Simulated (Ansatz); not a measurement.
# CaO: the change of phonon heat capacity and phonon entropy with temperature

Harmonic vibrational free energy, entropy and heat capacity at constant volume, per atom, from the force constants of a q mesh, imaginary modes left out; plane waves with PAW datasets, Gamma-centred k mesh. The results are calculated, by Ansatz 0.2.0.

Structure of every row (space group Fm-3m, No. 225):
```
cell vectors (Å)
   0.0000     2.4154     2.4154
   2.4154     0.0000     2.4154
   2.4154     2.4154     0.0000
atoms (fractions of the cell vectors)
Ca  0.00000  0.00000  0.00000
O   0.50000  0.50000  0.50000
```

Settings of every row: functional PBE; dispersion none; spin none; wave cutoff 420 eV; k mesh 8x8x8; occupations fixed; smearing width 0 eV; pressure 0 GPa; phonon method linear response; q mesh 4x4x4.

```
row  temperature (K)  phonon heat capacity (kB/atom)  phonon entropy (kB/atom)  phonon free energy (meV/atom)
  1              200                           2.158                     1.587                           41.8
  2              300                           2.568                     2.552                           23.8
  3              400                           2.743                     3.318                           -1.6
  4              500                           2.831                     3.941                            -33
  5              600                               ?                         ?                              ?
  6              700                           2.912                     4.908                         -109.7
  7              800                           2.932                     5.298                         -153.7
  8              900                           2.946                     5.645                         -200.9
  9             1000                           2.956                     5.955                         -250.9
```

Question: what phonon heat capacity and phonon entropy should row 5 give?

Worked fit of phonon heat capacity. At high temperature a harmonic heat capacity falls short of its limit by a term in 1/T², so take t = (100 K / T)². The shown rows have t = 0.25, 0.11111, 0.0625, 0.04, 0.02041, 0.01562, 0.01235, 0.01. Least squares give phonon heat capacity = 2.9981 − 4.2997 × t + 3.759 × t² kB/atom; a straight line predicts inner rows, each left out in turn, worse (root mean square 0.022 against 0.0016 kB/atom). The rows lie off it by 0.000, 0.001, -0.001, -0.001, 0.000, 0.000, 0.000, 0.001. The constant, 2.9981 kB/atom, is to be held against the harmonic limit of 3 k_B an atom. The withheld row has t = 0.02778, so the fit gives 2.9981 − 4.2997 × (0.02778) + 3.759 × (0.02778)² = 2.882 kB/atom.

The calculation gave 2.881 kB/atom. The fit lies 0.001 kB/atom (0.13 % of the column's range) above it, one unit of the last digit.

Worked fit of phonon entropy. Entropy rises as the heat capacity times the change of ln T, so take t = ln(T / 300 K). The shown rows have t = -0.4055, 0, 0.2877, 0.5108, 0.8473, 0.9808, 1.0986, 1.204. Least squares give phonon entropy = 2.5721 + 2.54836 × t + 0.22683 × t² kB/atom; a straight line predicts inner rows, each left out in turn, worse (root mean square 0.055 against 0.015 kB/atom). The rows lie off it by 0.011, -0.020, -0.006, 0.008, 0.014, 0.008, 0.000, -0.014 (root mean square 0.012 kB/atom), a smooth pattern that one more power would take up: the form is only approximate. The slope at t = 0, 2.55 kB/atom, estimates the heat capacity at 300 K. The withheld row has t = 0.6931, so the fit gives 2.5721 + 2.54836 × (0.6931) + 0.22683 × (0.6931)² = 4.447 kB/atom.

The calculation gave 4.462 kB/atom. The fit lies 0.015 kB/atom (0.34 % of the column's range) below it; its largest miss of a shown row is 0.020 kB/atom.

The other values of row 5: phonon free energy -69.3 meV/atom.
